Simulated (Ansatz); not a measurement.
## One structure type, many elements: COD cell NaX

Method: PBE, scalar-relativistic; spin polarisation where moments were expected; PAW, 420 eV, Gaussian smearing of 0.05 eV; code Ansatz.

Each member was relaxed to zero pressure in space group Fm-3m; constants are those of the conventional cell. Not every member need form in this structure.

```csv
X,a (Å),V (Å³/atom),shortest unlike bond (Å),gap (eV),B0 (GPa),E_f (eV/atom)
H,4.832,14.10,2.42,3.76,23,-0.20
F,4.701,12.99,2.35,6.09,45,-2.71
```

**Question.** The members X = Cl, I are left out of the table. Match them to these rows.
(1) a (Å) 6.529, V (Å³/atom) 34.79, shortest unlike bond (Å) 3.26, gap (eV) 3.58, B0 (GPa) 15, E_f (eV/atom) -1.28
(2) a (Å) 5.696, V (Å³/atom) 23.10, shortest unlike bond (Å) 2.85, gap (eV) 5.00, B0 (GPa) 24, E_f (eV/atom) -1.85

**Answer.** row 1 is I; row 2 is Cl.

The volume runs from 12.99 Å³/atom (F) to 34.79 Å³/atom (I). All members have a gap.

Down the group F–Cl–I the volume grows by 168 % as the atoms gain shells; the longer bonds are softer (B0 from 45 GPa for F to 15 GPa for I); the gap shrinks from 6.09 eV to 3.58 eV as the anion's p level rises; E_f weakens from -2.71 (F) to -1.28 eV/atom (I) along with the longer bonds and the falling electronegativity of the changed element (F 3.98, Cl 3.16, I 2.66 on Pauling's scale).

For H, F, Cl, I the 1 valence electrons of Na just fill the anion's shell; these members are gapped.

The heavy elements are treated without spin–orbit coupling. The gaps are differences of one-electron levels. E_f is the formation energy from the elements run alike, at 0 K, without zero-point energy or any correction for the binding of gas molecules or dispersion between the molecules, chains or layers of the solid elements; it is good to about 0.01 eV/atom as a calculation.

All runs used the PAW datasets of the set soft_2.
